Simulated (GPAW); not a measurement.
The system is Co.

```
Co
1.0
     2.47200    0.00000    0.00000
    -1.23600    2.14081    0.00000
     0.00000    0.00000    4.02114
Co
2
Direct
  0.66667 0.33333 0.75000
  0.33333 0.66667 0.25000
```

| Property | Result |
| --- | --- |
| Program | GPAW 26.7.0 |
| Task | relaxation of cell and atoms |
| Functional | PBEsol |
| Dispersion | D4 |
| Potentials or basis | PAW data sets generated in the run's folder for this functional |
| Cutoff | 600 eV |
| Basis | pw |
| k mesh | 9 × 9 × 5 |
| Occupations | fermi-dirac, width 0.05 eV |
| Spin | collinear spin, ferromagnetic start |
| Starting moments | [2.0, 2.0] μB |

At the start: pressure -9.8 GPa; volume 10.64 Å³/atom.

Q: How do energy, volume and symmetry change on relaxing?

A: Over 6 steps the energy falls by 9.2 meV/atom and the volume is 10.23 Å³/atom (-3.9 %); space group P6_3/mmc (No. 194, to 0.05 Å); moment 3.03 μB per cell.

Step by step:
| step | energy change (eV) | largest force (eV/Å) | pressure (GPa) | volume (Å³) |
| --- | --- | --- | --- | --- |
| 1 | 0.0000 | 0.0001 | -9.83 | 21.28 |
| 2 | -0.0124 | 0.0000 | -6.60 | 20.98 |
| 3 | -0.0180 | 0.0000 | 0.42 | 20.41 |
| 4 | -0.0184 | 0.0000 | 0.01 | 20.44 |
| 5 | -0.0184 | 0.0000 | -0.07 | 20.45 |
| 6 | -0.0185 | 0.0000 | -0.09 | 20.45 |

Final structure:
```
CELL_PARAMETERS angstrom
2.44265 0.00000 0.00000
-1.22133 2.11540 0.00000
0.00000 0.00000 3.95789
ATOMIC_POSITIONS crystal
Co 0.66667 0.33333 0.75000
Co 0.33333 0.66667 0.25000
```

Caveat: each step starts from the last one's moments, so a moment once lost doesn't come back; later steps reuse the first step's grids; pairwise dispersion overbinds metals, which lowers pressure and volume.
